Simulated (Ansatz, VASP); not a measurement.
# Two plane-wave programs on GdN

Contents of INCAR:

```
SYSTEM = GdN
PREC = Accurate
ENCUT = 520
EDIFF = 1E-6
ISMEAR = 0
SIGMA = 0.05
LREAL = .FALSE.
LASPH = .TRUE.
NELM = 150
ALGO = Normal
ISIF = 2
LWAVE = .FALSE.
LCHARG = .TRUE.
ISPIN = 2
MAGMOM = 7.62 -0.16
LORBIT = 11
LMAXMIX = 6
LDAU = .TRUE.
LDAUTYPE = 2
LDAUL = 3 -1
LDAUU = 6 0
LDAUJ = 0 0
LDAUPRINT = 1
GGA = PE
LELF = .TRUE.
LVHAR = .TRUE.
NBANDS = 22
```

File KPOINTS:

```
regular mesh
0
G
  10 10 10
  0 0 0
```

POSCAR

```
GdN
1.0
    0.0000000000      2.4842280118      2.4842280118
    2.4842280118      0.0000000000      2.4842280118
    2.4842280118      2.4842280118      0.0000000000
Gd N
1 1
Direct
    0.0000000000      0.0000000000      0.0000000000
    0.5000000000      0.5000000000      0.5000000000
```

Input for Ansatz:

```yaml
crystal:
  lattice:
    - [0.0, 2.4842280118, 2.4842280118]
    - [2.4842280118, 0.0, 2.4842280118]
    - [2.4842280118, 2.4842280118, 0.0]
  atoms:
    - { symbol: Gd, position: [0.0, 0.0, 0.0], spin: 7.63 }
    - { symbol: "N", position: [0.5, 0.5, 0.5] }
basis:
  ecutwfc: 420
  ecutrho_ratio: 4
kpoints:
  mp_grid: { grid: [10, 10, 10] }
hamiltonian:
  xc: pbe
  hubbard:
    sites:
      - { species: Gd, l: f, u_eff: 6.0, starting_ns: start.occupation_matrices }
    ns_hold: { iters: 6 }
scf:
  occupations: { method: gaussian, width: 0.05 }
  lower_state_search: "off"
output:
  forces: true
  stress: true
  eigenvalues: true
  populations: true
  hubbard: { sites: [{ species: Gd, l: f }] }
magnetization:
  spin_polarized: true
```

Alike in both runs: task single point; functional PBE; k mesh 10 × 10 × 10; occupations gaussian, width 0.05 eV; collinear spin; Hubbard terms Gd f U = 6.0 eV.

|  | VASP | Ansatz |
| --- | --- | --- |
| version | VASP 6.6.1 | Ansatz 0.2.0 |
| potentials or method | VASP PAW PBE potentials, release 64 (Gd, N) | scalar-relativistic, plane waves, PAW |
| plane-wave cutoff (eV) | 520 | 420 |
| valence electrons in the cell | 23 | 23 |

Ansatz gave:

```
gap on the k mesh at the Fermi level (eV)                     : none
pressure (GPa)                                                : 3.2
net moment per atom (μB)                                      : 3.50
size of the moment on the site where the two differ most (μB) : 6.93
```

**Question.** What did VASP give for the same quantities?

**Answer.** gap on the k mesh at the Fermi level (eV): none; pressure (GPa): 3.5; net moment per atom (μB): 3.50; size of the moment on the site where the two differ most (μB): 6.87.

Site moments also hang on the region over which each program counts them. The programs project onto different local orbitals, so the same U acts differently. A gap of «none» marks a metal or a gap that the smearing closes. Ansatz warned: «filled_band_counts_differ_across_k_points».

Caveats: spin-orbit coupling is left out, which moves the levels of the heavy elements; a cell with one magnetic atom can't hold antiferromagnetic order, which such compounds often take. The state reached can hang on the start; a lower one may exist.
